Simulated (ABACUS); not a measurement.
LiF (Griceite):

```
CELL_PARAMETERS angstrom
0.00000 2.01400 2.01400
2.01400 0.00000 2.01400
2.01400 2.01400 0.00000
ATOMIC_POSITIONS crystal
F 0.50000 0.50000 0.50000
Li 0.00000 0.00000 0.00000
```

Program: ABACUS 3.10.1. Alike in all runs: task single point; no spin polarisation; cell as given; smearing fermi-dirac 0.05 eV.

Q: Order these runs on this cell by their pressure, lowest first.
A. level SCAN; potentials or basis SG15 ONCV 1.2 PBE, plane waves; k mesh 7 × 7 × 7; cutoff (eV) 1320
B. level RPBE; potentials or basis Ansatz NC PBE, plane waves; k mesh 9 × 9 × 9; cutoff (eV) 1333
C. level TASK; potentials or basis SG15 ONCV 1.2 PBE, plane waves; k mesh 7 × 7 × 7; cutoff (eV) 1320

A: C (-88.8 GPa), A (-3.9 GPa), B (6.2 GPa).

Caveats: the potentials were made for another functional, which shifts forces and pressure; a pressure of tens of GPa on the cell as given is suspect, and the run, the potentials or the cell itself is likely at fault (some runs).
